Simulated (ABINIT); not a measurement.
# Beyond one shot: BAs (F-43m), part 2 of 3

Wanted: G0W0 and self-consistent gaps of BAs (F-43m), with the cost of the cycles.

ABINIT 10.8.3; LDA and many-body steps on it, plane waves. Known limits of the many-body steps: not at the basis limit; no spin-orbit coupling.

So far. Step 4 (G0W0): The gap on the mesh goes from 1.24 eV to 1.90 eV, a correction of +0.66 eV. Step 5 (evGW0, cycle 1): Against G0W0 in ABINIT (6×6×6 mesh, 95 bands, screening to 179.6 eV, Godby-Needs plasmon pole), the gap moves by +0.154 eV. This first cycle still uses the starting levels; it takes the full correction, at all points of the mesh, and its linearised value is 1.897 eV.

**6. evGW0, cycle 2**

Level of this step: evGW0 on LDA, plane waves, norm-conserving pseudopotentials (ABINIT).

The corrected levels of the last cycle go back in.

Input file run.abi:

```
acell 3*1.0 Angstrom
rprim 
  -0.000000000000 2.388500000000 2.388500000000
  2.388500000000 -0.000000000000 2.388500000000
  2.388500000000 2.388500000000 -0.000000000000
ntypat 2
znucl 5 33
natom 2
typat 1 2
xred 
  0.000000000000 0.000000000000 0.000000000000
  0.250000000000 0.250000000000 0.250000000000
pp_dirpath "pseudos"
pseudos "B.upf, As.upf"
ecut 44
ngkpt 6 6 6
nshiftk 1
shiftk 0 0 0
kptopt 1
chksymbreak 0
istwfk *1
occopt 1
irdwfk 1
optdriver 4
nband 95
gwcalctyp 10
ecutsigx 44
symsigma 1
nkptgw 16
kptgw 
  0.0000000000 0.0000000000 0.0000000000
  0.1666666667 0.0000000000 0.0000000000
  0.3333333333 0.0000000000 0.0000000000
  0.5000000000 0.0000000000 0.0000000000
  0.1666666667 0.1666666667 0.0000000000
  0.3333333333 0.1666666667 0.0000000000
  0.5000000000 0.1666666667 0.0000000000
  -0.3333333333 0.1666666667 0.0000000000
  -0.1666666667 0.1666666667 0.0000000000
  0.3333333333 0.3333333333 0.0000000000
  0.5000000000 0.3333333333 0.0000000000
  -0.3333333333 0.3333333333 0.0000000000
  0.5000000000 0.5000000000 0.0000000000
  0.5000000000 0.3333333333 0.1666666667
  -0.3333333333 0.3333333333 0.1666666667
  -0.3333333333 0.5000000000 0.1666666667
bdgw 
  11 17
  11 17
  11 17
  11 17
  11 17
  11 17
  11 17
  11 17
  11 17
  11 17
  11 17
  11 17
  11 17
  11 17
  11 17
  11 17
ecuteps 6.6
irdscr 1
ppmodel 1
irdqps 1
indata_prefix "in"
outdata_prefix "out"
tmpdata_prefix "tmp"
```

Command:

```bash
> OMP_NUM_THREADS=1 mpirun -n 4 abinit run.abi > log
```

What it wrote:

```text
.Version 10.8.3 of ABINIT. v10.8.2 released Aug 2026.

 Symmetries : space group F-4 3 m (#216); Bravais cF (face-center cubic)
[... echo of the input left out ...]
== DATASET  1 ==================================================================
-   mpi_nproc: 4, omp_nthreads: 1 (-1 if OMP is not activated)

--- !DatasetInfo
iteration_state: {dtset: 1, }
dimensions: {natom: 2, nkpt: 16, mband: 95, nsppol: 1, nspinor: 1, nspden: 1, mpw: 2637, }
cutoff_energies: {ecut:  44.0, pawecutdg:  -1.0, }
[...]
.  kptgw no:  3; Maximum DeltaE = (  -0.071  -0.000) for band index:  1
[...]
.  kptgw no: 15; Maximum DeltaE = (  -0.038  -0.000) for band index:  1
.  kptgw no: 16; Maximum DeltaE = (  -0.042  -0.000) for band index:  1

== END DATASET(S) ==============================================================
================================================================================

 -outvars: echo values of variables after computation  --------
           etotal      0.0000000000E+00
            nband          95
             nkpt          16
          spgroup         216
 [... the other variables as echoed above ...]

 Calculation completed.
```

It took 6.3 min on 4 MPI ranks of Arm Neoverse V1, shared host; peak memory 1.3 GiB; 25 min of CPU time.

This step gave:

* quasiparticle gap on the mesh: 1.966 eV
* gap of the density functional on the mesh: 1.238 eV
* k of the valence top: 0, 0, 0
* k of the conduction bottom: 0.3333, 0.3333, 0
* least direct quasiparticle gap on the computed points: 4.257 eV

Against the cycle before, the gap moves by −0.085 eV.

**7. evGW0, cycle 3**

run.abi is that of step 6.

What it wrote:

```text
.Version 10.8.3 of ABINIT. v10.8.2 released Aug 2026.

 Symmetries : space group F-4 3 m (#216); Bravais cF (face-center cubic)
[... echo of the input left out ...]
== DATASET  1 ==================================================================
-   mpi_nproc: 4, omp_nthreads: 1 (-1 if OMP is not activated)

--- !DatasetInfo
iteration_state: {dtset: 1, }
dimensions: {natom: 2, nkpt: 16, mband: 95, nsppol: 1, nspinor: 1, nspden: 1, mpw: 2637, }
cutoff_energies: {ecut:  44.0, pawecutdg:  -1.0, }
[...]
.  kptgw no:  3; Maximum DeltaE = (   0.009  -0.000) for band index:  1
[...]
.  kptgw no: 15; Maximum DeltaE = (   0.004  -0.000) for band index:  1
.  kptgw no: 16; Maximum DeltaE = (   0.004  -0.000) for band index:  1

== END DATASET(S) ==============================================================
================================================================================

 -outvars: echo values of variables after computation  --------
           etotal      0.0000000000E+00
            nband          95
             nkpt          16
          spgroup         216
 [... the other variables as echoed above ...]

 Calculation completed.
```

Wall time 6.3 min (4 MPI ranks); peak memory 1.3 GiB; 25 min of CPU time.

This step gave:

| Item | Value |
| --- | --- |
| quasiparticle gap on the mesh | 1.975 eV |
| gap of the density functional on the mesh | 1.238 eV |
| k of the valence top | 0, 0, 0 |
| k of the conduction bottom | 0.3333, 0.3333, 0 |
| least direct quasiparticle gap on the computed points | 4.273 eV |

Against the cycle before, the gap moves by +0.009 eV.

**8. Screening, 6×6×6 mesh, 95 bands, screening to 179.6 eV**

This step: RPA screening on LDA, plane waves, norm-conserving pseudopotentials.

Input file run.abi:

```
acell 3*1.0 Angstrom
rprim 
  -0.000000000000 2.388500000000 2.388500000000
  2.388500000000 -0.000000000000 2.388500000000
  2.388500000000 2.388500000000 -0.000000000000
ntypat 2
znucl 5 33
natom 2
typat 1 2
xred 
  0.000000000000 0.000000000000 0.000000000000
  0.250000000000 0.250000000000 0.250000000000
pp_dirpath "pseudos"
pseudos "B.upf, As.upf"
ecut 44
ngkpt 6 6 6
nshiftk 1
shiftk 0 0 0
kptopt 1
chksymbreak 0
istwfk *1
occopt 1
irdwfk 1
optdriver 3
nband 95
ecuteps 6.6
inclvkb 2
awtr 1
symchi 1
gwcalctyp 10
mbpt_sciss 0.996 eV
nqptdm 1
qptdm 
  0 0 0
indata_prefix "in"
outdata_prefix "out"
tmpdata_prefix "tmp"
```

What it wrote:

```text
.Version 10.8.3 of ABINIT. v10.8.2 released Aug 2026.

 Symmetries : space group F-4 3 m (#216); Bravais cF (face-center cubic)
[... echo of the input left out ...]
== DATASET  1 ==================================================================
-   mpi_nproc: 4, omp_nthreads: 1 (-1 if OMP is not activated)

--- !DatasetInfo
iteration_state: {dtset: 1, }
dimensions: {natom: 2, nkpt: 16, mband: 95, nsppol: 1, nspinor: 1, nspden: 1, mpw: 2637, }
cutoff_energies: {ecut:  44.0, pawecutdg:  -1.0, }
electrons: {nelect:   2.60000000E+01, charge:   0.00000000E+00, occopt:   1.00000000E+00, tsmear:   1.00000000E-02, }

 SCREENING: Calculation of the susceptibility and dielectric matrices

 Based on a program developped by R.W. Godby, V. Olevano, G. Onida, and L. Reining.
 Incorporated in ABINIT by V. Olevano, G.-M. Rignanese, and M. Torrent.
.Using double precision arithmetic ; gwpc =  8

[... cell and pseudopotentials left out ...]
--------------------------------------------------------------------------------

 ==== K-mesh for the wavefunctions ====
 Number of points in the irreducible wedge :    16
[... list of points left out ...]
 Together with 24 symmetry operations and time-reversal symmetry
 yields   216 points in the full Brillouin Zone.

 ==== Q-mesh for the screening function ====
 Number of points in the irreducible wedge :    16
[... list of points left out ...]
 Together with 24 symmetry operations and time-reversal symmetry
 yields   216 points in the full Brillouin Zone.

 setmesh: FFT mesh size selected  =    27x   27x   27
          total number of points  =        19683

 vcoul_init : cutoff-mode = AUXILIARY_FUNCTION
 q-points for optical limit:   1
     1)      0.000010    0.000020    0.000030

 Dielectric matrix will be calculated only for some
 selected q points provided by the user through the input variables
 nqptdm and qptdm

- screening: taking advantage of time-reversal symmetry
- Maximum band index for partially occupied states nbvw = 13
- Remaining bands to be divided among processors   nbcw = 82
- Number of bands treated by each node ~20

 rdqps: reading QP wavefunctions of the previous step
        looking for file in_QPS
 file not found, 1st iteration initialized with KS eigenelements

 screening : performing a first self-consistency
 update of the energies in W by a scissor operator
 applying a scissor operator of [eV] :   0.996

 Number of electrons calculated from density =   26.0000; Expected =   26.0000
 average of density, n =  0.141374
 r_s =    1.1908
 omega_plasma =   36.2695 [eV]

 calculating chi0 at frequencies [eV] :
  1    0.000000E+00    0.000000E+00
  2    0.000000E+00    3.626946E+01

--------------------------------------------------------------------------------
  q-point number  1        q = ( 0.000000, 0.000000, 0.000000) [r.l.u.]
--------------------------------------------------------------------------------
[... chi0 elements left out ...]
 For q-point:  0.000010 0.000020 0.000030
  dielectric constant =   9.2073
  dielectric constant without local fields =   9.9980

  Average fulfillment of the sum rule on Im[epsilon] for q-point    1 :     47.40  [%]
[... wings left out ...]
== END DATASET(S) ==============================================================
================================================================================

 -outvars: echo values of variables after computation  --------
           etotal      0.0000000000E+00
            nband          95
             nkpt          16
          spgroup         216
 [... the other variables as echoed above ...]

 Calculation completed.
```

Run time: 8.1 s. Hardware: 4 MPI ranks; peak memory 0.89 GiB; 32 s of CPU time.

Numbers from this step:

| Item | Value |
| --- | --- |
| ε∞ with local fields, on this mesh, along the program's q direction | 9.207 |
| the same without local fields | 9.998 |
| plasma frequency | 36.27 eV |
| plane waves in the screening matrix | 169 |

This screening uses the functional's bands under a rigid shift, the mean opening of the cycle before.

**9. Screening, 6×6×6 mesh, 95 bands, screening to 179.6 eV**

This step: RPA screening on LDA from quasiparticle energies, plane waves, norm-conserving pseudopotentials.

run.abi, as its differences from that of step 8:

```diff
@@ -29,7 +29,21 @@
 symchi 1
+irdqps 1
 gwcalctyp 10
-mbpt_sciss 0.996 eV
-nqptdm 1
+nqptdm 15
 qptdm 
-  0 0 0
+  0.1666666667 0.0000000000 0.0000000000
+  0.3333333333 0.0000000000 0.0000000000
+  0.5000000000 0.0000000000 0.0000000000
+  0.1666666667 0.1666666667 0.0000000000
+  0.3333333333 0.1666666667 0.0000000000
+  0.5000000000 0.1666666667 0.0000000000
+  -0.3333333333 0.1666666667 0.0000000000
+  -0.1666666667 0.1666666667 0.0000000000
+  0.3333333333 0.3333333333 0.0000000000
+  0.5000000000 0.3333333333 0.0000000000
+  -0.3333333333 0.3333333333 0.0000000000
+  0.5000000000 0.5000000000 0.0000000000
+  0.5000000000 0.3333333333 0.1666666667
+  -0.3333333333 0.3333333333 0.1666666667
+  -0.3333333333 0.5000000000 0.1666666667
 indata_prefix "in"
```

Input file mrgscr.stdin:

```
2
merged
q0_SCR
out_SCR
1
```

Command:

```bash
> OMP_NUM_THREADS=1 mpirun -n 4 abinit run.abi > log; mrgscr < mrgscr.stdin
```

What it wrote:

```text
.Version 10.8.3 of ABINIT. v10.8.2 released Aug 2026.

 Symmetries : space group F-4 3 m (#216); Bravais cF (face-center cubic)
[... echo of the input left out ...]
== DATASET  1 ==================================================================
-   mpi_nproc: 4, omp_nthreads: 1 (-1 if OMP is not activated)

--- !DatasetInfo
iteration_state: {dtset: 1, }
dimensions: {natom: 2, nkpt: 16, mband: 95, nsppol: 1, nspinor: 1, nspden: 1, mpw: 2637, }
cutoff_energies: {ecut:  44.0, pawecutdg:  -1.0, }
[...]
q-point number  1        q = ( 0.166667, 0.000000, 0.000000) [r.l.u.]
--------------------------------------------------------------------------------
[... chi0 elements left out ...]
  Average fulfillment of the sum rule on Im[epsilon] for q-point    2 :     58.89  [%]

--------------------------------------------------------------------------------
  q-point number  2        q = ( 0.333333, 0.000000, 0.000000) [r.l.u.]
--------------------------------------------------------------------------------
[... chi0 elements left out ...]
  Average fulfillment of the sum rule on Im[epsilon] for q-point    3 :     53.95  [%]

 [... 13 further q-points ...]
```

It took 2.4 min on 4 MPI ranks; peak memory 1.1 GiB.

Numbers from this step:

```yaml
plasma_frequency: 36.27 eV
plane_waves_in_the_screening_matrix: 169
```

This screening reads the quasiparticle levels of the cycle before.

**10. evGW, cycle 1**

This step: evGW on LDA, plane waves, norm-conserving pseudopotentials.

run.abi, as its differences from that of step 9:

```diff
@@ -23,12 +23,10 @@
 irdwfk 1
-optdriver 3
+optdriver 4
 nband 95
-ecuteps 6.6
-inclvkb 2
-awtr 1
-symchi 1
-irdqps 1
 gwcalctyp 10
-nqptdm 15
-qptdm 
+ecutsigx 44
+symsigma 1
+nkptgw 16
+kptgw 
+  0.0000000000 0.0000000000 0.0000000000
   0.1666666667 0.0000000000 0.0000000000
@@ -48,2 +46,23 @@
   -0.3333333333 0.5000000000 0.1666666667
+bdgw 
+  11 17
+  11 17
+  11 17
+  11 17
+  11 17
+  11 17
+  11 17
+  11 17
+  11 17
+  11 17
+  11 17
+  11 17
+  11 17
+  11 17
+  11 17
+  11 17
+ecuteps 6.6
+irdscr 1
+ppmodel 1
+irdqps 1
 indata_prefix "in"
```

Command:

```bash
> OMP_NUM_THREADS=1 mpirun -n 4 abinit run.abi > log
```

What it wrote:

```text
.Version 10.8.3 of ABINIT. v10.8.2 released Aug 2026.

 Symmetries : space group F-4 3 m (#216); Bravais cF (face-center cubic)
[... echo of the input left out ...]
== DATASET  1 ==================================================================
-   mpi_nproc: 4, omp_nthreads: 1 (-1 if OMP is not activated)

--- !DatasetInfo
iteration_state: {dtset: 1, }
dimensions: {natom: 2, nkpt: 16, mband: 95, nsppol: 1, nspinor: 1, nspden: 1, mpw: 2637, }
cutoff_energies: {ecut:  44.0, pawecutdg:  -1.0, }
[...]
.  kptgw no:  3; Maximum DeltaE = (   0.072  -0.000) for band index:  7
[...]
.  kptgw no: 15; Maximum DeltaE = (   0.076   0.000) for band index:  7
.  kptgw no: 16; Maximum DeltaE = (   0.090  -0.000) for band index:  1

== END DATASET(S) ==============================================================
================================================================================

 -outvars: echo values of variables after computation  --------
           etotal      0.0000000000E+00
            nband          95
             nkpt          16
          spgroup         216
 [... the other variables as echoed above ...]

 Calculation completed.
```

The job ended after 6.3 min (4 MPI ranks; peak memory 1.3 GiB; 25 min of CPU time).

Numbers from this step:

```
quasiparticle gap on the mesh                         : 2.082 eV
gap of the density functional on the mesh             : 1.238 eV
k of the valence top                                  : 0, 0, 0
k of the conduction bottom                            : 0.3333, 0.3333, 0
least direct quasiparticle gap on the computed points : 4.389 eV
```

Against G0W0 in ABINIT (6×6×6 mesh, 95 bands, screening to 179.6 eV, Godby-Needs plasmon pole), the gap moves by +0.185 eV.

**11. Screening, 6×6×6 mesh, 95 bands, screening to 179.6 eV**

This step: RPA screening on LDA, plane waves, norm-conserving pseudopotentials.

Input file run.abi:

```
acell 3*1.0 Angstrom
rprim 
  -0.000000000000 2.388500000000 2.388500000000
  2.388500000000 -0.000000000000 2.388500000000
  2.388500000000 2.388500000000 -0.000000000000
ntypat 2
znucl 5 33
natom 2
typat 1 2
xred 
  0.000000000000 0.000000000000 0.000000000000
  0.250000000000 0.250000000000 0.250000000000
pp_dirpath "pseudos"
pseudos "B.upf, As.upf"
ecut 44
ngkpt 6 6 6
nshiftk 1
shiftk 0 0 0
kptopt 1
chksymbreak 0
istwfk *1
occopt 1
irdwfk 1
optdriver 3
nband 95
ecuteps 6.6
inclvkb 2
awtr 1
symchi 1
gwcalctyp 10
mbpt_sciss 1.142 eV
nqptdm 1
qptdm 
  0 0 0
indata_prefix "in"
outdata_prefix "out"
tmpdata_prefix "tmp"
```

What it wrote:

```text
.Version 10.8.3 of ABINIT. v10.8.2 released Aug 2026.

 Symmetries : space group F-4 3 m (#216); Bravais cF (face-center cubic)
[... echo of the input left out ...]
== DATASET  1 ==================================================================
-   mpi_nproc: 4, omp_nthreads: 1 (-1 if OMP is not activated)

--- !DatasetInfo
iteration_state: {dtset: 1, }
dimensions: {natom: 2, nkpt: 16, mband: 95, nsppol: 1, nspinor: 1, nspden: 1, mpw: 2637, }
cutoff_energies: {ecut:  44.0, pawecutdg:  -1.0, }
[...]
[... chi0 elements left out ...]
 For q-point:  0.000010 0.000020 0.000030
  dielectric constant =   9.0318
  dielectric constant without local fields =   9.7958

  Average fulfillment of the sum rule on Im[epsilon] for q-point    1 :     47.55  [%]
[... wings left out ...]
== END DATASET(S) ==============================================================
================================================================================

 -outvars: echo values of variables after computation  --------
           etotal      0.0000000000E+00
            nband          95
             nkpt          16
          spgroup         216
 [... the other variables as echoed above ...]

 Calculation completed.
```

The job ended after 8 s (4 MPI ranks; peak memory 0.89 GiB; 32 s of CPU time).

Numbers from this step:

| Quantity | Value |
| --- | --- |
| ε∞ with local fields, on this mesh, along the program's q direction | 9.032 |
| the same without local fields | 9.796 |
| plasma frequency | 36.27 eV |
| plane waves in the screening matrix | 169 |

This screening uses the functional's bands under a rigid shift, the mean opening of the cycle before.

[end of part 2 of 3]

[Paths, hosts, dates, memory and timing lines, banners, echoed tables and standing remarks are left out of the program output.]

[Logs are printed without paths, hosts, clocks, repeated set-up lines and the standing remarks that a program may print on its own settings, such as how far it seeks lower states.]

[Runs of the session that timed out or met a known fault of the program may be left out.]

[Hosts, paths, dates, database ids (printed as entryN), source tags and the programs' standing remarks are cut or masked in the printed files.]

[G0W0 gaps are taken among the corrected bands and points alone; a level outside them can change the order at an edge.]

[Where Ansatz stands beside ABINIT at settings called matched, ABINIT's density can come from a denser mesh and the files from another edition; pairs whose starting gaps differed by over 0.03 eV were left out, so agreement reads better than it is.]
